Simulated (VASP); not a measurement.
Runs of VASP 6.6.1 on RbBr. The structure is cubic, space group Fm-3m (No. 225). Conventional cell: a = 6.854 Å, b = 6.854 Å, c = 6.854 Å, α = 90.00°, β = 90.00°, γ = 90.00°. Rb (site symmetry m-3m) has 6 Br at 3.43 Å as nearest neighbours. Around Br (site symmetry m-3m) lie 6 Rb at 3.43 Å. 

```tsv
task	cell	gap on the mesh (eV)	pressure (GPa)
relaxation of the atoms	atoms relaxed from: a relaxed cell with its volume scaled by 1.06	4.09	-0.7
relaxation of the atoms	atoms relaxed from: a relaxed cell with its volume scaled by 0.94	4.36	1.0
relaxation of the atoms	atoms relaxed from: a relaxed cell with its volume scaled by 1.02	4.17	-0.3
relaxation of the atoms	atoms relaxed from: a relaxed cell with its volume scaled by 0.96	(b)	0.6
relaxation of cell and atoms	relaxed	4.21	0.0
relaxation of the atoms	atoms relaxed	4.21	0.0
relaxation of the atoms	atoms relaxed from: a relaxed cell with its volume scaled by 1.04	4.13	-0.5
relaxation of the atoms	atoms relaxed from: a relaxed cell with its volume scaled by 0.98	(a)	0.3
```

Alike in all rows: level PBEsol; potentials or basis VASP PAW PBE potentials, release 64 (Rb_sv, Br); no spin polarisation; k mesh 8 × 8 × 8; cutoff (eV) 600; smearing gaussian 0.03 eV.

**Question.** Estimate the missing entries.

**Answer.** (a) 4.26; (b) 4.31.

Caveats: the relaxation stopped at its first step, so nothing moved; the PAW data sets were made with another functional, which shifts forces and pressure a little.

A k mesh can miss the band edges, and the runs leave out spin-orbit coupling on Br, Rb.
